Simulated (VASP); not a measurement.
Runs of VASP 6.6.1 on LiCl. All rows change the cell; the cell of one of them follows. Symmetry: P4/mmm, No. 123, tetragonal system. The conventional cell has a = 3.271 Å, b = 3.271 Å, c = 3.161 Å, α = 90.00°, β = 90.00°, γ = 90.00°. Around Li (site symmetry 4/mmm) lie 8 Cl at 2.80 Å and 2 Li at 3.16 Å. Around Cl (site symmetry 4/mmm) lie 8 Li at 2.80 Å and 2 Cl at 3.16 Å. The cell was built by a generator and needn't be a form met in nature.

```tsv
level	cell	k mesh	smearing	exchange at q = 0	grid for exact exchange (PRECFOCK)	screening parameter	gap on the mesh (eV)
PBE	uniaxial_x strain -3.4%	8 × 8 × 8	fermi-dirac 0.02 eV	-	-	-	4.36
HSE06	biaxial_xy strain -1.7%	6 × 6 × 6	gaussian 0.01 eV	truncated	Normal	0.2079 1/A	(a)
PBE	uniaxial_z strain +0.9%	8 × 8 × 8	fermi-dirac 0.02 eV	-	-	-	4.38
r2SCAN	uniaxial_x strain -3.4%	8 × 8 × 8	gaussian 0.01 eV	-	-	-	5.32
```

Alike in all rows: task single point; potentials or basis VASP PAW PBE potentials, release 64 (Li_sv, Cl); no spin polarisation; cutoff (eV) 520.

Task: Fill in the values left out.

Result: (a) 5.79.

A k mesh can miss the band edges.
